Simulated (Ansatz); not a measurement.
# AlRu in Ansatz: the effect of target pressure

The system is AlRu.

```
CELL_PARAMETERS angstrom
2.99160 0.00000 0.00000
0.00000 2.99160 0.00000
0.00000 0.00000 2.99160
ATOMIC_POSITIONS crystal
Ru 0.50000 0.50000 0.50000
Al 0.00000 0.00000 0.00000
```

Alike in all runs:

- Program: Ansatz 0.2.0
- Task: relaxation of cell and atoms
- Functional: PBEsol
- Potentials or basis: all-electron LAPW, scalar-relativistic
- Basis error allowed: 0.001 eV/atom
- k mesh: 9 × 9 × 9
- Occupations: fermi-dirac, width 0.05 eV
- Spin: no spin polarisation

Each run relaxes the cell or the atoms first.

| target pressure | relaxed volume (Å³/atom) |
| --- | --- |
| 0 GPa | 13.18 |
| 5 GPa | ? |
| 10 GPa | 12.64 |
| 20 GPa | 12.20 |
| 30 GPa | 11.83 |

Task: What does the run with target pressure 5 GPa give?

Result: Relaxed volume 12.89 Å³/atom.

Worked out: In Murnaghan's law V^(-B') rises as a straight line in P. The other rows fit best with B' = 4.3, V0 = 13.18 Å³/atom and B0 = 218 GPa, which gives 12.90 Å³/atom at 5 GPa, against the run's 12.89.
